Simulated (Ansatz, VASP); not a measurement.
## BN in VASP and in Ansatz

The input INCAR:

```
PREC = Accurate
ENCUT = 520
EDIFF = 1E-7
ISMEAR = 0
SIGMA = 0.01
LREAL = F
LASPH = T
NELM = 100
ALGO = Fast
ISIF = 2
LWAVE = F
LCHARG = F
NBANDS = 16
```

File KPOINTS:

```
Automatic mesh
0
Gamma
  12 12 4
```

The input POSCAR:

```
BN
1.0
    2.4817222478      0.0000000000      0.0000000000
   -1.2408611239      2.1492345117      0.0000000000
    0.0000000000      0.0000000000      5.9673502785
B N
2 2
Direct
    0.3333333333      0.6666666667      0.2500000000
    0.6666666667      0.3333333333      0.7500000000
    0.3333333333      0.6666666667      0.7500000000
    0.6666666667      0.3333333333      0.2500000000
```

Input for Ansatz:

```yaml
crystal:
  lattice:
    - [2.4817222478, 0.0, 0.0]
    - [-1.2408611239, 2.1492345117, 0.0]
    - [0.0, 0.0, 5.9673502785]
  atoms:
    - { symbol: B, position: [0.3333333333, 0.6666666667, 0.25] }
    - { symbol: B, position: [0.6666666667, 0.3333333333, 0.75] }
    - { symbol: "N", position: [0.3333333333, 0.6666666667, 0.75] }
    - { symbol: "N", position: [0.6666666667, 0.3333333333, 0.25] }
scf:
  occupations: { method: fixed }
  n_extra_bands: 4
output:
  forces: true
  stress: true
  eigenvalues: true
kpoints:
  mp_grid: { grid: [12, 12, 4] }
  band_path:
    path:
      - [[0.0, 0.0, 0.0], [0.5, 0.0, 0.0], [0.33333333, 0.33333333, 0.0], [0.0, 0.0, 0.0], [0.0, 0.0, 0.5], [0.5, 0.0, 0.5], [0.33333333, 0.33333333, 0.5], [0.0, 0.0, 0.5]]
      - [[0.5, 0.0, 0.5], [0.5, 0.0, 0.0]]
      - [[0.33333333, 0.33333333, 0.5], [0.33333333, 0.33333333, 0.0]]
    npoints: 20
hamiltonian:
  xc: lda
```

Alike in both runs: task single point; functional LDA; k mesh 12 × 12 × 4; no spin polarisation.

|  | VASP | Ansatz |
| --- | --- | --- |
| version | VASP 6.6.1 | Ansatz 0.2.0 |
| potentials or method | VASP PAW LDA potentials, release 64 (B, N) | scalar-relativistic, plane waves, PAW |
| plane-wave cutoff (eV) | 520 | 420 |
| occupations | gaussian, width 0.01 eV | fixed |
| valence electrons in the cell | 16 | 16 |

VASP gave:

| Quantity | Value |
| --- | --- |
| gap on the k mesh at the Fermi level (eV) | 3.92 |
| least direct gap on the mesh (eV) | 4.22 |
| pressure (GPa) | 4.5 |
| largest component of the traceless stress (GPa) | 0.68 |

Problem. Which values does Ansatz return?

Solution. gap on the k mesh at the Fermi level (eV): 3.94; least direct gap on the mesh (eV): 4.23; pressure (GPa): 4.0; largest component of the traceless stress (GPa): 0.00.

A k mesh can miss the band edges. A hybrid or GW would open this gap; LDA tends to underestimate it.
